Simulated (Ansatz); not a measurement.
TiC: single point with PBE

The system is TiC.

```xyz
2
Lattice="0.0000 2.1657 2.1657 2.1657 0.0000 2.1657 2.1657 2.1657 0.0000" Properties=species:S:1:pos:R:3 pbc="T T T"
Ti    0.0000    0.0000    0.0000
C     2.1657    2.1657    2.1657
```

The cell is a database's computed one.

| Quantity | Value |
| --- | --- |
| Program | Ansatz 0.2.0 |
| Task | single point |
| Functional | PBE |
| Potentials or basis | all-electron LAPW, scalar-relativistic |
| Cutoff | 313 eV (chosen from the basis error) |
| Basis error allowed | 0.001 eV/atom |
| k mesh | 11 × 11 × 11 |
| Occupations | gaussian, width 0.023 eV |
| Spin | no spin polarisation |

```yaml
Pressure: 0.2 GPa
Band_gap_on_the_k_mesh: none (metal or under the smearing width)
```

Levels at points of the mesh, in eV from the Fermi level:
| k point | band 9 | band 10 | band 11 | band 12 | band 13 | band 14 | band 15 | band 16 |
| --- | --- | --- | --- | --- | --- | --- | --- | --- |
| (0.00, 0.00, 0.00) | -12.54 | 0.56 | 0.56 | 0.56 | 1.53 | 1.53 | 1.53 | 1.58 |

It took 11 s on 1 thread of Arm Neoverse V1 (shared host), peak memory 0.29 GiB.
